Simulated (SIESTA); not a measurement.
## TiAl under changes of volume

One of the cells (16.986 Å³/atom); the others are scaled copies at fixed shape and fractional positions:

```
CELL_PARAMETERS angstrom
2.88625 0.00000 0.00000
-1.44313 2.49957 0.00000
0.00000 0.00000 4.70906
ATOMIC_POSITIONS crystal
Ti 0.00000 0.00000 0.00000
Al 0.33333 0.66667 0.50000
```

The cell comes from a database or a generator and needn't be the stable form of this composition.

```yaml
Program: SIESTA 5.4.2
Functional: PBEsol
Potentials_or_basis: PseudoDojo 0.4 standard (PBEsol files)
Basis: DZP (energy shift 0.003 Ry; two zetas on semicore shells)
Grid_cutoff: 800 Ry
Energy_shift: 0.003 Ry
k_mesh: 11 × 11 × 6
Occupations: fermi-dirac, width 0.05 eV
Spin: no spin polarisation
```

```csv
volume (Å³/atom),energy over the lowest point (meV/atom),pressure (GPa)
15.654,8.96,4.9
15.987,?,?
16.320,0.00,-0.2
16.986,10.17,-4.5
17.320,21.43,-6.3
17.653,36.24,-7.9
```

Q: What does the run at 15.987 Å³/atom give?

A: Energy over the lowest point 1.84 meV/atom; pressure 2.2 GPa.

Worked out: A Birch-Murnaghan fit of order 3 (a polynomial in V^(-2/3)) to the other rows has its minimum at 16.28 Å³/atom with B0 = V·E''(V) = 114 GPa and B' = 3.6 at fixed shape and positions, which overstates the stiffness. It gives 1.85 meV/atom at 15.987 Å³/atom, against the run's 1.84, and -dE/dV = 2.1 GPa, against 2.2.

Energies are extrapolated to zero smearing.

Caveats: the basis of atomic orbitals isn't converged, which shifts pressures, moduli and gaps.
